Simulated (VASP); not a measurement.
# Ta (Im-3m) in VASP: settings compared

Aim: see how the results for Ta move with the level of theory and the settings. Levels: r2SCAN, PBE. Tasks: relaxation of cell and atoms.

Everything below comes from runs of VASP 6.6.1. Logs are shortened: lines on timing, memory, paths and dates and some standing lists are left out, and cuts for length are marked.

## 1. The structure

It takes space group Im-3m (No. 229, cubic). The conventional cell has a = 3.303 Å, b = 3.303 Å, c = 3.303 Å, α = 90.00°, β = 90.00°, γ = 90.00°. Ta (site symmetry m-3m) has 8 Ta at 2.86 Å as nearest neighbours.

## 2. Relaxation of cell and atoms, r2SCAN

INCAR

```
SYSTEM = Ta
PREC = Accurate ; ENCUT = 600
EDIFF = 1E-6 ; ISMEAR = 1
SIGMA = 0.1 ; LREAL = .False.
LASPH = .True. ; NELM = 80
ALGO = Normal ; ISIF = 3
LWAVE = .False. ; LCHARG = .False.
METAGGA = R2SCAN ; LMIXTAU = .True.
IBRION = 2 ; NSW = 90
EDIFFG = -0.01
```

KPOINTS

```
Automatic mesh
0
Gamma
  16 16 16
  0 0 0
```

POSCAR

```
Ta
1.0
   -1.6512800000      1.6512800000      1.6512800000
    1.6512800000     -1.6512800000      1.6512800000
    1.6512800000      1.6512800000     -1.6512800000
Ta
1
Direct
    0.0000000000      0.0000000000      0.0000000000
```

Potentials or basis: VASP PAW PBE potentials, release 64 (Ta_pv).

Launch:

```bash
$ cat potpaw_PBE.64/Ta_pv/POTCAR > POTCAR
$ mpirun -np 1 vasp_std > vasp.out
```

OUTCAR:

```text
SYSTEM = Ta
   PREC = Accurate
   ENCUT = 600
   EDIFF = 1E-6
   ISMEAR = 1
   LREAL = .False.
   LASPH = .True.
   NELM = 80
   ISIF = 3
   METAGGA = R2SCAN
   IBRION = 2
   NSW = 90
   EDIFFG = -0.01

 ion  position               nearest neighbor table
   1  0.000  0.000  0.000-

  LATTYP: Found a body centered cubic cell.
 ALAT       =     3.3025600000

  Lattice vectors:

 A1 = (  -1.6512800000,   1.6512800000,   1.6512800000)
 A2 = (   1.6512800000,  -1.6512800000,   1.6512800000)
 A3 = (   1.6512800000,   1.6512800000,  -1.6512800000)

Analysis of symmetry for initial positions (statically):
=====================================================================
 Subroutine PRICEL returns:
 Original cell was already a primitive cell.

 Routine SETGRP: Setting up the symmetry group for a
 body centered cubic supercell.

 Subroutine GETGRP returns: Found 48 space group operations
 (whereof 48 operations were pure point group operations)
 out of a pool of 48 trial point group operations.

The static configuration has the point symmetry O_h .

Analysis of symmetry for dynamics (positions and initial velocities):
=====================================================================
 Subroutine PRICEL returns:
 Original cell was already a primitive cell.

 Routine SETGRP: Setting up the symmetry group for a
 body centered cubic supercell.

 Subroutine GETGRP returns: Found 48 space group operations
 (whereof 48 operations were pure point group operations)
 out of a pool of 48 trial point group operations.

The dynamic configuration has the point symmetry O_h .

 Subroutine INISYM returns: Found 48 space group operations
 (whereof 48 operations are pure point group operations),
 and found     1 'primitive' translations

----------------------------------------------------------------------------------------

                                     Primitive cell

  volume of cell :      18.0104

  direct lattice vectors                    reciprocal lattice vectors
    -1.651280000  1.651280000  1.651280000     0.000000000  0.302795407  0.302795407
     1.651280000 -1.651280000  1.651280000     0.302795407  0.000000000  0.302795407
     1.651280000  1.651280000 -1.651280000     0.302795407  0.302795407  0.000000000

  length of vectors
     2.860100858  2.860100858  2.860100858     0.428217371  0.428217371  0.428217371

  position of ions in fractional coordinates (direct lattice)
     0.000000000  0.000000000  0.000000000

  ion indices of the primitive-cell ions
   primitive index   ion index
                 1           1

----------------------------------------------------------------------------------------

 KPOINTS: Automatic mesh

Automatic generation of k-mesh.
 Grid dimensions read from file:
 generate k-points for:   16   16   16

 Generating k-lattice:

  Cartesian coordinates                     Fractional coordinates (reciprocal lattice)
     0.000000000  0.018924713  0.018924713     0.062500000  0.000000000  0.000000000
     0.018924713  0.000000000  0.018924713     0.000000000  0.062500000  0.000000000
     0.018924713  0.018924713  0.000000000     0.000000000  0.000000000  0.062500000

  Length of vectors
     0.026763586  0.026763586  0.026763586

  Shift w.r.t. Gamma in fractional coordinates (k-lattice)
     0.000000000  0.000000000  0.000000000

 Subroutine IBZKPT returns following result:
 ===========================================

 Found    145 irreducible k-points:

 Following reciprocal coordinates:
            Coordinates               Weight
  0.000000  0.000000  0.000000      1.000000
  0.062500  0.000000  0.000000     12.000000
  0.125000  0.000000  0.000000     12.000000
  0.187500  0.000000  0.000000     12.000000
  0.250000  0.000000  0.000000     12.000000
  0.312500  0.000000  0.000000     12.000000
[... 16 lines left out ...]
  0.187500  0.187500  0.000000     24.000000
  0.250000  0.187500  0.000000     48.000000
 [... further k-points ...]
   k-points           NKPTS =    145   k-points in BZ     NKDIM =    145   number of bands    NBANDS=      9
   number of dos      NEDOS =    301   number of ions     NIONS =      1
   total plane-waves  NPLWV =  13824
   dimension x,y,z NGX =    24 NGY =   24 NGZ =   24
   dimension x,y,z NGXF=    48 NGYF=   48 NGZF=   48
   ions per type =               1
   NGX,Y,Z   is equivalent  to a cutoff of  13.95, 13.95, 13.95 a.u.
   NGXF,Y,Z  is equivalent  to a cutoff of  27.90, 27.90, 27.90 a.u.
 SYSTEM =  Ta
   PREC   = accura    normal or accurate (medium, high low for compatibility)
   ISTART =      0    job   : 0-new  1-cont  2-samecut
   ICHARG =      2    charge: 1-file 2-atom 10-const
   ISPIN  =      1    spin polarized calculation?
   LNONCOLLINEAR =      F non collinear calculations
   LSORBIT =      F    spin-orbit coupling
   LASPH  =      T    aspherical Exc in radial PAW
   ENCUT  =  600.0 eV  44.10 Ry    6.64 a.u.   5.71  5.71  5.71*2*pi/ulx,y,z
   NELM   =     80;   NELMIN=  2; NELMDL= -5     # of ELM steps
   EDIFF  = 0.1E-05   stopping-criterion for ELM
   LREAL  =      F    real-space projection
   EDIFFG = -.1E-01   stopping-criterion for IOM
   NSW    =     90    number of steps for IOM
   IBRION =      2    ionic relax: 0-MD 1-quasi-New 2-CG
   NFREE  =      1    steps in history (QN), initial steepest desc. (CG)
   ISIF   =      3    stress and relaxation
   ISYM   =      2    0-nonsym 1-usesym 2-fastsym
   POTIM  = 0.5000    time-step for ionic-motion
   TEBEG  =    0.0;   TEEND  =   0.0 temperature during run
   PSTRESS=    0.0 pullay stress
   NELECT =      11.0000    total number of electrons
   NUPDOWN=      -1.0000    fix difference up-down
   EMIN   =  10.00;   EMAX   =-10.00  energy-range for DOS
   EFERMI =   0.00;   METHOD = LEGACY
   ISMEAR =     1;   SIGMA  =   0.10  broadening in eV -4-tet -1-fermi 0-gaus
   EFERMI_NEDOS =   21; number of points for ismear=-14 and -15
   IALGO  =     38    algorithm
   IMIX   =      4    mixing-type and parameters
     AMIX     =   0.40;   BMIX     =  1.00
     AMIX_MAG =   1.60;   BMIX_MAG =  1.00
  volume/ion in A,a.u.               =      18.01       121.54
  Fermi-wavevector in a.u.,A,eV,Ry     =   1.388988  2.624806 26.249534  1.929286
  Thomas-Fermi vector in A             =   2.513061
   LORBIT       =      0    0 simple, 1 ext, 2 COOP (PROOUT), +10 PAW based schemes
   METAGGA = R2SCAN    functional components
   LHFCALC =     F    Hartree Fock is set to
   AEXX    =    0.0000 exact exchange contribution
   IVDW    =     0    specifies the selected vdW correction
   LEPSILON=     F    determine dielectric tensor
   LRPA    =     F    only Hartree local field effects (RPA)
 conjugate gradient relaxation of ions
 non-spin polarized calculation
 Methfessel and Paxton  Order N= 1 SIGMA  =   0.10
  energy-cutoff  :      600.00
  volume of cell :       18.01
 maximum number of plane-waves:       616
   NGX = 11   NGY = 11   NGZ = 11

--------------------------------------- Ionic step        1  -------------------------------------------

 number of electron      11.0000002 magnetization

 Free energy of the ion-electron system (eV)
  ---------------------------------------------------
  ext. energy  EPLUGINS =         0.00000000
  ---------------------------------------------------
  free energy    TOTEN  =       -48.57666941 eV

  energy without entropy =      -48.57589967  energy(sigma->0) =      -48.57641283

------------------------ aborting loop because EDIFF is reached ----------------------------------------

  FORCE on cell =-STRESS in cart. coord.  units (eV):
  Direction    XX          YY          ZZ          XY          YZ          ZX
  --------------------------------------------------------------------------------------
  -------------------------------------------------------------------------------------
  Total        0.1608106      0.1608106      0.1608106     -0.0000000      0.0000000     -0.0000000
  in kB       14.3054977     14.3054977     14.3054977     -0.0000000      0.0000000     -0.0000000
  external PRESSURE =      14.3054977 kB  Pullay stress =       0.0000000 kB

 VOLUME and BASIS-vectors are now :
 -----------------------------------------------------------------------------
  energy-cutoff  :      600.00
  volume of cell :       18.01
      direct lattice vectors                 reciprocal lattice vectors
    -1.651280000  1.651280000  1.651280000     0.000000000  0.302795407  0.302795407
     1.651280000 -1.651280000  1.651280000     0.302795407  0.000000000  0.302795407
     1.651280000  1.651280000 -1.651280000     0.302795407  0.302795407  0.000000000
[... 36 lines left out ...]
 POSITION                                       TOTAL-FORCE (eV/Angst)
 -----------------------------------------------------------------------------------
      0.00000      0.00000      0.00000        -0.000000      0.000000      0.000000
 -----------------------------------------------------------------------------------
    total drift:                                0.000000      0.000000      0.000000

  FREE ENERGIE OF THE ION-ELECTRON SYSTEM (eV)
  ---------------------------------------------------
  free  energy   TOTEN  =       -48.5743554591 eV

  energy  without entropy=      -48.5732227491  energy(sigma->0) =      -48.57397789

--------------------------------------- Ionic step        3  -------------------------------------------

 number of electron      11.0000001 magnetization

 Free energy of the ion-electron system (eV)
  ---------------------------------------------------
  ext. energy  EPLUGINS =         0.00000000
  ---------------------------------------------------
  free energy    TOTEN  =       -48.57723355 eV

  energy without entropy =      -48.57629484  energy(sigma->0) =      -48.57692064

 E-fermi :   5.2433     XC(G=0): -13.7319

 val. band max:        5.2300158033   @ k =   0.3750   0.1875   0.0625
 cond. band min:       5.2508213607   @ k =  -0.3750   0.4375   0.0625
 fundamental gap:      0.0208055573
 Fermi energy:         5.2433017033

 k-point     1 :       0.0000    0.0000    0.0000
  band No.  band energies     occupation
      1     -28.9941      2.00000
      2     -28.9941      2.00000
      3     -28.9941      2.00000
      4      -3.0343      2.00000
      5       6.1068     -0.00000
      6       6.1068     -0.00000
      7       6.1068     -0.00000
      8       9.5666      0.00000
      9       9.5666      0.00000

 k-point     2 :       0.0625    0.0000    0.0000
  band No.  band energies     occupation
      1     -29.0441      2.00000
      2     -29.0093      2.00000
      3     -28.9943      2.00000
      4      -2.8534      2.00000
      5       5.9873     -0.00000
      6       6.0697     -0.00000
      7       6.2823     -0.00000
      8       9.3730      0.00000
      9       9.5656      0.00000
[... 253 lines left out ...]
 k-point    24 :       0.2500    0.1875    0.0000
  band No.  band energies     occupation
      1     -29.9433      2.00000
      2     -29.3852      2.00000
      3     -29.0977      2.00000
      4       1.3909      2.00000
      5       3.9799      2.00000
      6       4.6276      2.00000
      7       8.8466      0.00000
      8      10.4268      0.00000
      9      12.2313      0.00000

 [... further k-points ...]

------------------------ aborting loop because EDIFF is reached ----------------------------------------

  FORCE on cell =-STRESS in cart. coord.  units (eV):
  Direction    XX          YY          ZZ          XY          YZ          ZX
  --------------------------------------------------------------------------------------
  -------------------------------------------------------------------------------------
  Total        0.0002194      0.0002194      0.0002194     -0.0000000      0.0000000     -0.0000000
  in kB        0.0193786      0.0193786      0.0193786     -0.0000000      0.0000000     -0.0000000
  external PRESSURE =       0.0193786 kB  Pullay stress =       0.0000000 kB

 VOLUME and BASIS-vectors are now :
 -----------------------------------------------------------------------------
  energy-cutoff  :      600.00
  volume of cell :       18.14
      direct lattice vectors                 reciprocal lattice vectors
    -1.655209183  1.655209183  1.655209183     0.000000000  0.302076623  0.302076623
     1.655209183 -1.655209183  1.655209183     0.302076623  0.000000000  0.302076623
     1.655209183  1.655209183 -1.655209183     0.302076623  0.302076623  0.000000000

 POSITION                                       TOTAL-FORCE (eV/Angst)
 -----------------------------------------------------------------------------------
      0.00000      0.00000      0.00000        -0.000000      0.000000      0.000000
 -----------------------------------------------------------------------------------
    total drift:                                0.000000      0.000000     -0.000000

  FREE ENERGIE OF THE ION-ELECTRON SYSTEM (eV)
  ---------------------------------------------------
  free  energy   TOTEN  =       -48.5772335468 eV

  energy  without entropy=      -48.5762948411  energy(sigma->0) =      -48.57692064

 reached required accuracy - stopping structural energy minimisation
```

Wall time 3.3 min (1 thread of Intel Xeon Platinum 8488C (Sapphire Rapids), shared host); peak memory 0.19 GiB.

What came out:

```
Free energy                            : -48.5772 eV
Relaxed volume                         : 18.14 Å³/atom
Relaxed cell                           : a = 2.867 Å, b = 2.867 Å, c = 2.867 Å, α = 109.47°, β = 109.47°, γ = 109.47°
Space group after relaxing (to 0.05 Å) : Im-3m (No. 229)
Energy gained by relaxing              : 0.6 meV/atom
Ionic steps                            : 3
Pressure after relaxing                : 0.0 GPa
Band gap on the k mesh                 : none (metal or under the smearing width)
```

The path:
```tsv
step	energy change (eV)	largest force (eV/Å)	pressure (GPa)	volume (Å³)
1	0.0000	0.0000	1.43	18.01
2	0.0023	0.0000	-3.10	18.43
3	-0.0006	0.0000	0.00	18.14
```

Final structure:
```yaml
crystal:
  lattice:
    - [-1.65521, 1.65521, 1.65521]
    - [1.65521, -1.65521, 1.65521]
    - [1.65521, 1.65521, -1.65521]
  atoms:
    - { symbol: Ta, position: [0.00000, 0.00000, 0.00000] }
```

Levels at points of the mesh, in eV from the Fermi level:
| k point | band 3 | band 4 | band 5 | band 6 | band 7 | band 8 |
| --- | --- | --- | --- | --- | --- | --- |
| (0.00, 0.00, 0.00) | -34.24 | -8.28 | 0.86 | 0.86 | 0.86 | 4.32 |
| (0.50, 0.00, 0.00) | -34.25 | -4.50 | -1.52 | 1.46 | 4.19 | 5.25 |
| (0.50, 0.50, 0.50) | -35.07 | -3.88 | -3.88 | 7.07 | 7.07 | 7.07 |

Caveat: the PAW data sets were made with another functional, which shifts forces and pressure a little.

[end of part 1 of 2]
